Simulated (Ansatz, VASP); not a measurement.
## One calculation of BN, two programs

```
B N
1.0
     0.00000    1.81500    1.81500
     1.81500    0.00000    1.81500
     1.81500    1.81500    0.00000
B N
1 1
Direct
  0.00000 0.00000 0.00000
  0.25000 0.25000 0.25000
```

Alike in both runs: task single point; functional PBE; k mesh 6 × 6 × 6; occupations fermi-dirac, width 0.02 eV; no spin polarisation.

|  | VASP | Ansatz |
| --- | --- | --- |
| version | VASP 6.6.1 | Ansatz 0.2.0 development build |
| potentials or method | VASP PAW PBE potentials, release 64 (B, N), cutoff 520 eV | all-electron LAPW |

Ansatz gave:

- gap on the k mesh at the Fermi level (eV): 4.45

Estimate VASP's values.

gap on the k mesh at the Fermi level (eV): 4.44.

Ansatz ran all-electron here, so the differences hold the error of VASP's frozen core and of both bases.

Caveats: the k mesh is coarse (spacing up to 0.50 Å⁻¹), so the values aren't converged. PBE gaps usually lie below the measured ones, often by a third to a half. A k mesh can miss the band edges.
